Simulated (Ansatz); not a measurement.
## What BeZn2P2 (built on the sites of a database entry of CaZn2P2) distorts into

Which phase does BeZn2P2 (built on the sites of a database entry of CaZn2P2) fall into along its unstable mode, and how much energy does it gain?

Method: DFT PBEsol, scalar-relativistic, plane waves, PAW, in Ansatz 0.2.0.

The structure was built from a prototype and need not be the compound's stable phase.

## 1. The starting structure

Symmetry: P-3m1, No. 164, trigonal system. The conventional cell has a = 3.732 Å, b = 3.732 Å, c = 6.089 Å, α = 90.00°, β = 90.00°, γ = 120.00°. Nearest to Be lie 6 P at 2.50 Å. Nearest to Zn lie 4 P at 2.39 to 2.54 Å and 3 Zn at 2.63 Å. P has 4 Zn at 2.39 to 2.54 Å and 3 Be at 2.50 Å nearest. Farther neighbours are not listed.

## 2. Response at finite wavevector

The cell comes from relaxations at this level that are not shown. Stability and thermal properties need the whole zone. Linear response on a 3×3×2 q mesh gives force constants as far as a supercell of that size would.

Input file input.yaml:

```yaml
crystal:
  lattice:
    - [3.731617109, -3.0516e-06, 0.0]
    - [-1.8658059118, 3.2316767394, 0.0]
    - [0.0, 0.0, 6.088534036]
  atoms:
    - { symbol: Be, position: [0.0, 0.0, 0.0] }
    - { symbol: Zn, position: [0.3333333333, 0.6666666667, 0.6240103121] }
    - { symbol: Zn, position: [0.6666666667, 0.3333333333, 0.3759896879] }
    - { symbol: P, position: [0.3333333333, 0.6666666667, 0.2069338201] }
    - { symbol: P, position: [0.6666666667, 0.3333333333, 0.7930661799] }
kpoints:
  mp_grid: { grid: [12, 12, 6] }
hamiltonian:
  xc: pbesol
scf:
  occupations: { method: methfessel_paxton, width: 0.2 }
output:
  eigenvalues: true
phonons:
  method: dfpt
  qmesh: [3, 3, 2]
  temperatures: { t_max: 1000, t_step: 50 }
  qpath:
    path:
      - [[0.0, 0.0, 0.0], [0.5, 0.0, 0.0], [0.33333333, 0.33333333, 0.0], [0.0, 0.0, 0.0], [0.0, 0.0, 0.5], [0.5, 0.0, 0.5], [0.33333333, 0.33333333, 0.5], [0.0, 0.0, 0.5]]
      - [[0.5, 0.0, 0.5], [0.5, 0.0, 0.0]]
      - [[0.33333333, 0.33333333, 0.5], [0.33333333, 0.33333333, 0.0]]
    npoints: 10
```

The run is started by

```bash
$ ansatz run input.yaml --threads 8 --pin off --max-ram 14336MiB --backend cpu --events-out ev --progress --plain --runs-dir out
```

Numbers of over 12 decimals in the logs are rounded to 6 here.

The log of the run:

```text
Warning: phonons: the dynamical matrix that this run interpolates holds no multipole term above the dipole-dipole one, and a site of this crystal is no centre of inversion, so its interpolated transverse optical and acoustic branches and sound speeds can stay off near Gamma, and the density of states and the thermodynamics with them. What a run solves at a wave vector of phonons.qpoints, Gamma apart, where the deck admits one, is free of this, and under fd what a larger phonons.supercell samples
Engine: ansatz 0.2.0, x86_64-unknown-linux-gnu
Pseudopotentials: kind: paw
Pseudopotential: Be, paw, valence charge 2, recommended cutoff 420 eV (normal), Be.paw.azcp
Pseudopotential: Zn, paw, valence charge 12, recommended cutoff 420 eV (normal), Zn.paw.azcp
Pseudopotential: P, paw, valence charge 5, recommended cutoff 420 eV (normal), P.paw.azcp
Functional definition: PBEsol
  exchange = pbesol_x
  correlation = pbesol_c
Crystal: 5 atoms, lattice volume = 73.424 Å³
Basis set: ecut = 420 eV, 1437 PW (Γ), exchange–correlation on 50×50×90 points (8 copies of the dense FFT grid, shifted against one another)
Bands: 23, of which v1, the nominal top of the filled ones, is band 18 counted from 1 (17 counted from 0)
Symmetry: 12 space group operations
k-points: 100 of 864
Non-local potential: Be, projectors of the file, l = 0: 2, l = 1: 2, l = 2: 1
Non-local potential: Zn, projectors of the file, l = 0: 2, l = 1: 2, l = 2: 3, l = 3: 1
Non-local potential: P, projectors of the file, l = 0: 2, l = 1: 2, l = 2: 2
PAW form: soft (Blöchl's): semilocal exchange-correlation on the pseudo side does not see the compensation charge
PAW frozen core: Be, regenerated for the run's functional, and the local potential with it (the file was generated under x = pbe(κ = 0.804, μ = 0.219515), c = pbe(β = 0.066725))
PAW frozen core: Zn, regenerated for the run's functional, and the local potential with it (the file was generated under x = pbe(κ = 0.804, μ = 0.219515), c = pbe(β = 0.066725))
PAW frozen core: P, regenerated for the run's functional, and the local potential with it (the file was generated under x = pbe(κ = 0.804, μ = 0.219515), c = pbe(β = 0.066725))
PAW one-centre angular grid: Be, 110 points (default); XC on 64 Gauss nodes
PAW one-centre angular grid: Zn, 590 points (default); XC on 64 Gauss nodes
PAW one-centre angular grid: P, 110 points (default); XC on 64 Gauss nodes
Initial density: superposition of atomic densities (neutral atoms: chi_scale 0, normalization atom), corrected by the library's trained network
Initial wavefunctions: pseudopotential atomic-orbital guess
Functional: x = pbesol(κ = 0.804, μ = 0.123457), c = pbesol(β = 0.046)
SCF iter   1: F=—  HF=-8132.092537 eV  |F-HF|=—  |Δ(HF+E_count)|=         —  Δρ=4.07e-3  dr2=1.05e-2  ethr=1.77e-3  ⟨swp⟩=6.2  Hψ=12386  notcnv=0
preconditioner: auto → Kerker (q_TF=auto, 2.423 Å⁻¹)  [metal: Δε(μ)=0.069 eV  Ē_g=9.683 eV  σ=0.200 eV  W_gap=0.28  n_scr=22 (ndim 8)  ℏωp=26.0 eV  f_vac=0.000  D(μ)=0.67/eV (n_scr^D=2)]
SCF iter   2: F=—  HF=-8132.090366 eV  |F-HF|=—  |Δ(HF+E_count)|=   2.17e-3  S|Δr|=    0.00e0  Δρ=1.75e-3  dr2=3.30e-3  ethr=2.92e-5  ⟨swp⟩=2.0  Hψ=4452  notcnv=0
SCF iter   3: F=—  HF=-8132.089721 eV  |F-HF|=—  |Δ(HF+E_count)|=   6.45e-4  S|Δr|=    0.00e0  Δρ=1.25e-3  dr2=1.29e-3  ethr=9.16e-6  ⟨swp⟩=2.4  Hψ=3954  notcnv=0
SCF iter   4: F=—  HF=-8132.089417 eV  |F-HF|=—  |Δ(HF+E_count)|=   3.04e-4  S|Δr|=    0.00e0  Δρ=3.33e-4  dr2=8.00e-5  ethr=3.58e-6  ⟨swp⟩=2.2  Hψ=3848  notcnv=0
SCF iter   5: F=—  HF=-8132.089414 eV  |F-HF|=—  |Δ(HF+E_count)|=   3.20e-6  S|Δr|=    0.00e0  Δρ=1.18e-4  dr2=1.56e-5  ethr=2.22e-7  ⟨swp⟩=2.8  Hψ=4168  notcnv=0
SCF iter   6: F=—  HF=-8132.089416 eV  |F-HF|=—  |Δ(HF+E_count)|=   2.30e-6  S|Δr|=    0.00e0  Δρ=2.82e-5  dr2=9.23e-7  ethr=4.35e-8  ⟨swp⟩=2.4  Hψ=4092  notcnv=0
SCF iter   7: F=—  HF=-8132.089416 eV  |F-HF|=—  |Δ(HF+E_count)|=   1.39e-7  S|Δr|=    0.00e0  Δρ=1.30e-5  dr2=1.97e-7  ethr=2.56e-9  ⟨swp⟩=2.3  Hψ=3988  notcnv=0
SCF iter   8: F=—  HF=-8132.089416 eV  |F-HF|=—  |Δ(HF+E_count)|=   1.04e-9  S|Δr|=    0.00e0  Δρ=3.87e-6  dr2=9.26e-9  ethr=5.47e-10  ⟨swp⟩=2.4  Hψ=3955  notcnv=0
SCF iter   9: F=—  HF=-8132.089416 eV  |F-HF|=—  |Δ(HF+E_count)|=   2.94e-9  S|Δr|=    0.00e0  Δρ=1.58e-6  dr2=2.38e-9  ethr=2.57e-11  ⟨swp⟩=2.2  Hψ=3944  notcnv=0
SCF iter  10: F=—  HF=-8132.089416 eV  |F-HF|=—  |Δ(HF+E_count)|=  4.51e-10  S|Δr|=    0.00e0  Δρ=1.72e-7  dr2=4.96e-11  ethr=6.60e-12  ⟨swp⟩=2.1  Hψ=3641  notcnv=0
SCF iter  11: F=-8132.089416 eV  HF=-8132.089416 eV  |F-HF|=1.82e-12  |Δ(HF+E_count)|=  1.82e-12  S|Δr|=    0.00e0  Δρ=4.17e-8  dr2=1.39e-12  ethr=1.00e-12  ⟨swp⟩=9.3  Hψ=12529  notcnv=0
SCF 1 converged in 11 iterations: F = -8132.089416 eV  dr2 = 1.39e-12
  greatest PAW one-centre occupation: 0.982 electrons in one spin orbital (limit 2), on the Zn atom at site 2 (counted from 0), in its partial waves of l = 2
Initial density: read from a saved state, or passed on in memory by an earlier SCF of this step, an earlier step, the calling program or the single point that the run made first
iter 1 solved again at ethr=1.01e-6 eV; its pass at ethr=3.10e-3 eV (dr2=3.64e-4 eV) is discarded
SCF iter   1: F=—  HF=-8132.089416 eV  |F-HF|=—  |Δ(HF+E_count)|=         —  Δρ=1.34e-6  dr2=1.45e-9  ethr=1.01e-6  ⟨swp⟩=2.9  Hψ=17981  notcnv=0
eigensolver tolerance schedule: the retry pair's looser diagonalisation over-reported the residual by 250622.81 of it (diagonalisation noise at an unbounded share of the residual, at the tolerance the schedule requests for it); recorded, not acted on — ethr = c·dr2/N_el stays at c = 1.0e-1
preconditioner: auto → Kerker (q_TF=auto, 2.423 Å⁻¹)  [metal: Δε(μ)=0.004 eV  Ē_g=9.711 eV  σ=0.200 eV  W_gap=0.02  n_scr=22 (ndim 8)  ℏωp=26.0 eV  f_vac=0.000  D(μ)=0.66/eV (n_scr^D=2)]
SCF iter   2: F=—  HF=-8132.089416 eV  |F-HF|=—  |Δ(HF+E_count)|=   5.83e-7  S|Δr|=    0.00e0  Δρ=5.98e-7  dr2=2.59e-10  ethr=4.04e-12  ⟨swp⟩=3.8  Hψ=6268  notcnv=0
SCF iter   3: F=—  HF=-8132.089416 eV  |F-HF|=—  |Δ(HF+E_count)|=  4.55e-11  S|Δr|=    0.00e0  Δρ=3.91e-7  dr2=1.25e-10  ethr=1.00e-12  ⟨swp⟩=1.0  Hψ=2300  notcnv=0
SCF iter   4: F=—  HF=-8132.089416 eV  |F-HF|=—  |Δ(HF+E_count)|=  1.09e-11  S|Δr|=    0.00e0  Δρ=3.08e-7  dr2=7.56e-11  ethr=1.00e-12  ⟨swp⟩=1.0  Hψ=2302  notcnv=0
SCF iter   5: F=—  HF=-8132.089416 eV  |F-HF|=—  |Δ(HF+E_count)|=  1.36e-11  S|Δr|=    0.00e0  Δρ=1.94e-7  dr2=3.15e-11  ethr=1.00e-12  ⟨swp⟩=1.0  Hψ=2305  notcnv=0
SCF iter   6: F=—  HF=-8132.089416 eV  |F-HF|=—  |Δ(HF+E_count)|=  6.37e-12  S|Δr|=    0.00e0  Δρ=1.45e-7  dr2=1.75e-11  ethr=1.00e-12  ⟨swp⟩=1.1  Hψ=2308  notcnv=0
SCF iter   7: F=-8132.089416 eV  HF=-8132.089416 eV  |F-HF|=2.73e-12  |Δ(HF+E_count)|=  3.64e-12  S|Δr|=    0.00e0  Δρ=1.03e-7  dr2=9.41e-12  ethr=1.00e-12  ⟨swp⟩=4.3  Hψ=5917  notcnv=0
SCF 2 converged in 7 iterations: F = -8132.089416 eV  dr2 = 9.41e-12
phonons: the bands overlap, so this run is a metal and interpolates without the dipole-dipole term. If the crystal is really an insulator or semiconductor, its LO-TO splitting is missing
NSCF: frozen V_eff on 100 k-points
NSCF: frozen V_eff on 436 k-points
DFPT response loops at q = (0, 0, 0) (fractional): preconditioner auto → Kerker (q_TF=auto, 2.423 Å⁻¹) (partly filled bands, converged f_vac=0.000); β = 1.00, the filter's whole step (`scf.mixing.beta` (0.50) is not read by the response loops under this deck's `scf.mixing.preconditioner`; to damp them name `kerker` or `kerker_dos`, under which they read `scf.mixing.beta`, and type it under 1.00, their step now; both keys bind the ground state too); Broyden in place of MSR1
NSCF: frozen V_eff on 872 k-points
DFPT response loops at q = (0, 0, -0.5) (fractional): mixed as the last ones told, above
NSCF: frozen V_eff on 1728 k-points
DFPT response loops at q = (0, 0.333333, 0) (fractional): mixed as the last ones told, above
NSCF: frozen V_eff on 1728 k-points
DFPT response loops at q = (0, 0.333333, -0.5) (fractional): mixed as the last ones told, above
NSCF: frozen V_eff on 1728 k-points
DFPT response loops at q = (0.333333, 0.333333, 0) (fractional): mixed as the last ones told, above
NSCF: frozen V_eff on 1728 k-points
DFPT response loops at q = (0.333333, 0.333333, -0.5) (fractional): mixed as the last ones told, above
SCF converged after 11 iterations
Stability not checked: this state was not tested for a lower state beside it, because cold or Methfessel-Paxton smearing, or corrected tetrahedra, fill the levels in a way that the test cannot read (fill_not_monotonic; see scf.lower_state_search)
Free energy (F): -8132.089416 eV
Harris-Foulkes:  -8132.089416 eV  (|F-HF|=1.82e-12)
Internal energy: -8132.089877 eV  (E = F + TS)
E sigma→0 (E₀):  -8132.089531 eV
Entropy (-TS):   0.000461 eV (0.092 meV/atom)
Fermi energy:    9.385720 eV
--- Per-component energies (eV) ---
  E_band       = 96.751913
  E_kinetic    = 422.710760
  E_local      = -4113.881133  (includes V_loc(G=0)·N_el)
  E_nonlocal   = 1297.844715
  E_hartree    = 1769.744729
  E_xc         = -414.791818
  E_vxc        = -249.628203  (∫ρ·V_xc dr)
  E_paw        = -4741.839695  (= ΣΔE_a)
  E_vpaw       = -799.782873  (= ΣTr[D̂ρ^β])
  E_aug_tail   = -0.000731  (compensation charges beyond the density's cutoff)
  E_ewald      = -2353.573137
  E_core_change = 1.696433  (= ΣΔE_core)
  E_smearing   = 0.000461  (= −TS)
  E_closure    = -0.000000  (closes the sum)
  Σ components = -8132.089416   (vs F -8132.089416, Δ=0.00e0)
--- Band table (eV; the first three rows and the last of 100) ---
  k-point 0: bands = [... 14 lower, 8.4613, 9.1099, 9.1099, 9.5089, 11.1731, 11.2268, 12.5741, 12.5741, ... 1 higher]
  k-point 1: bands = [... 14 lower, 8.5202, 8.5840, 9.1070, 9.1070, 11.1424, 11.9942, 12.2210, 12.2210, ... 1 higher]
  k-point 2: bands = [... 14 lower, 8.6611, 8.6611, 9.0875, 9.0875, 11.2873, 11.7065, 11.7065, 12.3300, ... 1 higher]
  k-point 99: bands = [... 14 lower, 4.3955, 4.4395, 8.0183, 8.0183, 10.8648, 10.8648, 11.9889, 12.6683, ... 1 higher]
--- Phonons (Γ-DFPT): 6 representative perturbations + reference (Σ response iterations 22) ---
  ASR residual: 1.072e-4 → 0.000e0 eV/Å²; symmetrization residual: 7.310e-6 eV/Å²
  ASR residual per site (eV/Å²): 1.07e-4 1.01e-5 1.01e-5 1.10e-5 1.10e-5
  Γ frequencies (cm⁻¹): -153.88 -153.88 0.00 0.00 0.00 92.89 92.89 106.98 162.90 220.71 220.71 225.79 225.79 285.65 294.72
--- Phonons (arbitrary-q DFPT): 6 irreducible q on the 3×3×2 mesh ---
  q = [0.0000, 0.0000, 0.0000] (star 1, of the zone-centre solve; hermiticity 1.26e-6, symmetrization 6.29e-7): -153.88 -153.88 -0.00 -0.00 0.00 92.89 92.89 106.98 162.90 220.71 220.71 225.79 225.79 285.65 294.72
  q = [0.0000, 0.0000, -0.5000] (star 1, 6 solved perturbations in 1608 linear systems a pass and spin channel, the states on 436 of 864 k-point pairs; hermiticity 2.93e-7, symmetrization 8.68e-7): -107.23 -107.23 -48.74 -48.74 118.41 118.41 126.71 156.70 189.70 189.70 231.01 243.63 243.63 288.61 311.27
  q = [0.0000, 0.3333, 0.0000] (star 6, 9 solved perturbations in 6588 linear systems a pass and spin channel, the states on 864 of 864 k-point pairs; hermiticity 4.65e-7, symmetrization 1.10e-6): -138.11 -83.97 -38.72 72.80 112.09 116.09 116.27 135.46 194.18 219.86 243.43 250.27 266.72 289.72 317.80
  q = [0.0000, 0.3333, -0.5000] (star 6, 9 solved perturbations in 6588 linear systems a pass and spin channel, the states on 864 of 864 k-point pairs; hermiticity 4.93e-7, symmetrization 6.65e-7): -118.57 -106.15 -58.50 65.38 72.73 115.22 133.03 149.45 151.50 207.56 238.68 252.13 285.50 291.23 310.20
  q = [0.3333, 0.3333, 0.0000] (star 2, 6 solved perturbations in 3078 linear systems a pass and spin channel, the states on 864 of 864 k-point pairs; hermiticity 1.60e-6, symmetrization 1.51e-6): -150.25 -75.00 -75.00 79.23 109.70 109.70 141.48 141.48 154.63 249.04 252.17 252.17 288.76 288.76 310.61
  q = [0.3333, 0.3333, -0.5000] (star 2, 6 solved perturbations in 3078 linear systems a pass and spin channel, the states on 864 of 864 k-point pairs; hermiticity 1.45e-6, symmetrization 1.56e-6): -106.30 61.14 61.14 86.60 100.15 100.15 148.99 153.05 153.05 259.29 259.29 289.85 292.08 292.99 292.99
  sum rule: each row above includes the acoustic sum rule's correction from the zone centre's row sums; it moved no ω² by more than (1.80 cm⁻¹)²
  mesh force constants: q→R imaginary residual 1.80e-16; ASR residual 1.072e-4 → 0.000e0 eV/Å²; symmetrization residual 4.441e-15 eV/Å²
  interpolated dispersion: 93 rows × 15 modes
  density of states and harmonic sums: on the 21×21×10 q-mesh, interpolated from the force constants of a 3×3×2 supercell (no non-analytic term)
  largest difference from the sums on the solved wave vectors: F 1.28e-1 eV, S 1.70e-4 and C_V 4.15e-5 eV/K
  zero-point energy: 0.144249 eV/cell   skipped modes (ω ≤ 0): 1101, of them read as no rigid motion or as one in doubt: 1098 (2.465e0 modes/cell left out, lowest -153.99 cm⁻¹)   left out of the sums: 1.64e-1 of the cell's modes: C_V's classical limit lies that fraction below 3 k_B per atom; for a crystal, a wire or a layer, F and S can be off by more, and a phonons.interpolated_qmesh denser along its periods is the remedy for the sampling
```

Elapsed: 6.6 min, on 8 threads of Intel Xeon Platinum 8488C (Sapphire Rapids), shared host; peak memory 3.7 GiB.

Reading the cycles: dr2 is the Hartree energy of the density residual (eV), the measure of convergence; HF is the Harris–Foulkes estimate of the energy, which meets the free energy F at convergence.

This step gave:

```
volume per atom                                         : 14.68 Å³
gap on the k-mesh                                       : 0 eV
sum-rule residual before enforcement                    : 1.07e-4 eV/Å²
lowest frequency on the path                            : -154.8 cm⁻¹
point group                                             : -3m
highest frequency on the path or at a solved wavevector : 335.2 cm⁻¹
highest optical mode at the zone centre (no LO-TO term) : 294.7 cm⁻¹
lowest optical zone-centre mode                         : -153.9 cm⁻¹
lowest mode on the q mesh (acoustic modes at Γ apart)   : -153.9 cm⁻¹
```

Frequencies (cm⁻¹) solved at each irreducible wavevector; negative means imaginary. Frequencies by wavevector, by row:

```csv
q in reciprocal lattice units,star,mode 1,mode 2,mode 3,mode 4,mode 13,mode 14,mode 15
0 0 0,1,-153.9,-153.9,0,0,225.8,285.6,294.7
0 0 -0.5,1,-107.2,-107.2,-48.7,-48.7,243.6,288.6,311.3
0 0.3333 0,6,-138.1,-84,-38.7,72.8,266.7,289.7,317.8
0 0.3333 -0.5,6,-118.6,-106.2,-58.5,65.4,285.5,291.2,310.2
0.3333 0.3333 0,2,-150.2,-75,-75,79.2,288.8,288.8,310.6
0.3333 0.3333 -0.5,2,-106.3,61.1,61.1,86.6,292.1,293,293
```

Interpolated from a 3×3×2 q mesh. The phonon branches at the labelled points (cm⁻¹):

```csv
point,branch 1,branch 2,branch 3,branch 4,branch 12,branch 13,branch 14,branch 15
Γ,-154,-154,0,0,226,226,286,295
halfway,-135,-16,10,87,247,262,272,293
M,-146,-142,-67,86,250,273,327,332
halfway,-148,-131,-16,78,266,266,311,321
K,-150,-75,-75,79,252,289,289,311
halfway,-120,-67,65,71,244,269,272,300
Γ,-154,-154,0,0,226,226,286,295
halfway,-135,-135,-25,-25,238,238,266,316
A,-107,-107,-49,-49,244,244,289,311
halfway,-125,-75,-56,75,250,269,272,300
L,-155,-101,-56,79,252,300,320,321
halfway,-133,-38,54,67,265,290,310,315
H,-106,61,61,87,290,292,293,293
halfway,-128,-64,46,68,257,276,279,297
A,-107,-107,-49,-49,244,244,289,311
jump to L,-155,-101,-56,79,252,300,320,321
halfway,-149,-127,-62,82,251,291,312,335
M,-146,-142,-67,86,250,273,327,332
jump to H,-106,61,61,87,290,292,293,293
halfway,-130,12,12,83,263,290,290,307
K,-150,-75,-75,79,252,289,289,311
```

Symmetry leaves 6 wavevectors to solve. The lowest mode among them, the acoustic zeros apart, lies at Γ and is imaginary, 153.9i cm⁻¹, so the energy falls along it.

## 3. The mode frozen in, largest atomic shift 0 Å

The mode followed lies at Γ with frequency 153.9i cm⁻¹ and is 2-fold degenerate, the softest among the wavevectors solved. At small amplitude the distorted cell has space group no. 8 by a symmetry search on the positions. The undistorted cell that holds it gives the zero of energy on the same k mesh.

input.yaml, the sections that differ from step 2:

```yaml
output:
  forces: true
  stress: true
  eigenvalues: true
# crystal, kpoints, hamiltonian, scf: as in step 2
# phonons: removed
```

The log of the run:

```text
[...]
Crystal: 5 atoms, lattice volume = 73.424 Å³
Basis set: ecut = 420 eV, 1437 PW (Γ), exchange–correlation on 50×50×90 points (8 copies of the dense FFT grid, shifted against one another)
Bands: 23, of which v1, the nominal top of the filled ones, is band 18 counted from 1 (17 counted from 0)
Symmetry: 12 space group operations
[...]
k-points: 100 of 864
[...]
k-point 0: bands = [... 14 lower, 8.4613, 9.1099, 9.1099, 9.5089, 11.1731, 11.2267, 12.5741, 12.5741, ... 1 higher]
  k-point 1: bands = [... 14 lower, 8.5202, 8.5840, 9.1070, 9.1070, 11.1424, 11.9942, 12.2210, 12.2210, ... 1 higher]
  k-point 2: bands = [... 14 lower, 8.6611, 8.6611, 9.0875, 9.0875, 11.2874, 11.7065, 11.7065, 12.3300, ... 1 higher]
  k-point 99: bands = [... 14 lower, 4.3955, 4.4395, 8.0183, 8.0183, 10.8648, 10.8648, 11.9889, 12.6683, ... 1 higher]
[key lines of the parts left out:]
SCF converged after 8 iterations
Free energy (F): -8132.089416 eV
Fermi energy:    9.385726 eV
P = ⅓ Tr σ = 0.0038 GPa (0.038 kbar)
```

Elapsed: 1.3 s, on 8 threads; peak memory 0.56 GiB; 7.9 s of CPU time.

Numbers from this step:

* pressure: 0.003848 GPa
* energy from the undistorted cell: 0 meV/atom

The run ends at a pressure of 0.00 GPa, with forces up to 3.4e-4 eV/Å.

## 4. The mode frozen in, largest atomic shift 0.32 Å

The atoms are moved along the unstable eigenvector, the largest shift by 0.32 Å, with the cell fixed.

input.yaml, the sections that differ from step 3:

```yaml
crystal:
  lattice:
    - [3.731617109, -3.0516e-06, 0.0]
    - [-1.8658059118, 3.2316767394, 0.0]
    - [0.0, 0.0, 6.088534036]
  atoms:
    - { symbol: Be, position: [0.0990198516, 0.0495099258, 0.0] }
    - { symbol: Zn, position: [0.3327243678, 0.6663621839, 0.6240103121] }
    - { symbol: Zn, position: [0.6660577011, 0.3330288506, 0.3759896879] }
    - { symbol: P, position: [0.3202132496, 0.6601066248, 0.2069338201] }
    - { symbol: P, position: [0.6535465829, 0.3267732915, 0.7930661799] }
# kpoints, hamiltonian, scf, output: as in step 3
```

The log of the run:

```text
[...]
Crystal: 5 atoms, lattice volume = 73.424 Å³
Basis set: ecut = 420 eV, 1437 PW (Γ), exchange–correlation on 50×50×90 points (8 copies of the dense FFT grid, shifted against one another)
Bands: 23, of which v1, the nominal top of the filled ones, is band 18 counted from 1 (17 counted from 0)
Symmetry: 2 space group operations
[...]
k-points: 242 of 864 (time reversal used)
[...]
k-point 0: bands = [... 14 lower, 8.1517, 9.3085, 9.3169, 9.4808, 11.1159, 11.2198, 12.5789, 12.6665, ... 1 higher]
  k-point 1: bands = [... 14 lower, 8.1871, 8.6249, 9.2778, 9.3344, 11.0698, 11.8685, 12.3570, 12.4784, ... 1 higher]
  k-point 2: bands = [... 14 lower, 8.3333, 8.4418, 9.1889, 9.2249, 11.1861, 11.8854, 11.9315, 12.4526, ... 1 higher]
  k-point 241: bands = [... 14 lower, 6.7240, 6.8410, 7.2699, 7.3875, 9.6988, 10.5316, 11.3700, 11.9666, ... 1 higher]
[key lines of the parts left out:]
SCF converged after 9 iterations
Free energy (F): -8132.112090 eV
Fermi energy:    9.371241 eV
P = ⅓ Tr σ = 1.3956 GPa (13.956 kbar)
```

Run time: 4.5 s. Hardware: 8 threads; peak memory 0.7 GiB.

Numbers from this step:

- pressure: 1.396 GPa
- energy from the undistorted cell: -4.486 meV/atom

The energy, extrapolated to zero smearing, is -4.49 meV/atom against the undistorted cell.

The run ends at a pressure of 1.40 GPa, with forces up to 0.47 eV/Å.

[end of part 1 of 3]

[Logs are printed without paths, hosts, clocks, repeated set-up lines and the standing remarks that a program may print on its own settings, such as how far it seeks lower states.]

[Hosts, paths, dates, database ids (printed as entryN), source tags and the programs' standing remarks are cut or masked in the printed files.]
